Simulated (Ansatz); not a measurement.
**Si2Mo: phonons with LDA**

Si2Mo:

```
CELL_PARAMETERS angstrom
-1.60000 1.60000 3.93050
1.60000 -1.60000 3.93050
1.60000 1.60000 -3.93050
ATOMIC_POSITIONS crystal
Mo 0.00000 0.00000 0.00000
Si 0.66700 0.66700 0.00000
Si 0.33300 0.33300 0.00000
```

- Program: Ansatz 0.2.0
- Task: phonons
- Functional: LDA
- Potentials or basis: Ansatz PAW
- Cutoff: 420 eV (not typed: the program's choice for these potentials)
- k mesh: 9 × 9 × 9
- Occupations: fermi-dirac, width 0.05 eV
- Spin: no spin polarisation

* Band gap on the k mesh: none (metal or under the smearing width)
* Highest phonon frequency at Γ: 403 cm⁻¹

Levels at points of the mesh, in eV from the Fermi level:
| k point | band 9 | band 10 | band 11 | band 12 | band 13 | band 14 |
| --- | --- | --- | --- | --- | --- | --- |
| (0.00, 0.00, 0.00) | -2.59 | -2.59 | 0.49 | 3.09 | 3.25 | 3.69 |

Phonon frequencies in cm⁻¹ (negative: imaginary):
```csv
q point,frequencies
"(0.000, 0.000, 0.000)",0 0 0 258 258 304 321 321 403
```

Run time: 7.2 s on 2 threads of AMD EPYC 9R45 96-Core Processor (Zen 5), with other jobs on the host, peak memory 0.58 GiB.
